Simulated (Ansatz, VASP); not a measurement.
Given: the input of a run of VASP 6.6.1 on Ge (Germanium). 

File INCAR:

```
SYSTEM = Ge
PREC = Accurate
ENCUT = 600
EDIFF = 1E-7
ISMEAR = -1
SIGMA = 0.05
LREAL = .False.
LASPH = .True.
NELM = 100
ALGO = Normal
ISIF = 3
LWAVE = .False.
LCHARG = .False.
GGA = RP
IVDW = 12
IBRION = 2
NSW = 40
EDIFFG = -0.01
```

File KPOINTS:

```
regular mesh
0
Gamma
  8 8 8
  0 0 0
```

The input POSCAR:

```
Ge
1.0
    0.0000000000      2.8289100000      2.8289100000
    2.8289100000      0.0000000000      2.8289100000
    2.8289100000      2.8289100000      0.0000000000
Ge
2
Direct
    0.7500000000      0.7500000000      0.7500000000
    0.5000000000      0.5000000000      0.5000000000
```

Potentials or basis: VASP PAW PBE potentials, release 64 (Ge_d).

Command:

```bash
$ cat potpaw_PBE.64/Ge_d/POTCAR > POTCAR
$ mpirun -np 1 vasp_std > vasp.out
```

**Question.** Set up the same calculation for Ansatz 0.2.0. Potentials or basis there: Ansatz PAW, cutoff 420 eV.

**Answer.** As run (cutoffs and basis follow the program's own potentials, and thresholds, step limits or extra output files can differ):

File input.yaml:

```yaml
crystal:
  lattice:
    - [0.0, 2.82891, 2.82891]
    - [2.82891, 0.0, 2.82891]
    - [2.82891, 2.82891, 0.0]
  atoms:
    - { symbol: Ge, position: [0.75, 0.75, 0.75] }
    - { symbol: Ge, position: [0.5, 0.5, 0.5] }
hamiltonian:
  xc: rpbe
  pseudopotentials: { kind: paw }
  dispersion: d3bj
kpoints:
  mp_grid: { grid: [8, 8, 8] }
scf:
  occupations: { method: fermi_dirac, width: 0.05 }
output:
  forces: true
  stress: true
relax:
  f_tol: 0.01
  max_steps: 40
  cell: { stress_tol: 0.05 }
```

Potentials or basis: Ansatz PAW.

Run with:

```console
$ ansatz run input.yaml --threads 2 --pin off --max-ram 5632MiB --backend cpu --events-out ev --progress --plain --runs-dir out
```

Both were run:

|  | VASP | Ansatz |
| --- | --- | --- |
| Relaxed volume | 21.15 Å³/atom | 21.19 Å³/atom |
| Relaxed cell | a = 3.911 Å, b = 3.911 Å, c = 3.911 Å, α = 60.00°, β = 60.00°, γ = 60.00° | a = 3.913 Å, b = 3.913 Å, c = 3.913 Å, α = 60.00°, β = 60.00°, γ = 60.00° |
| Space group after relaxing | Fd-3m (No. 227) | Fd-3m (No. 227) |
| Pressure after relaxing | 0.0 GPa | 0.0 GPa |

Ansatz's pressure holds a Pulay term of +0.03 GPa for its cutoff of 420 eV, which the other run lacks.

VASP's potentials were made for PBE. Ansatz's potentials were made for PBE.

Where Ansatz's input types no cutoff or centring, it takes its own default and a Γ-centred mesh.

Pressure is positive in compression.
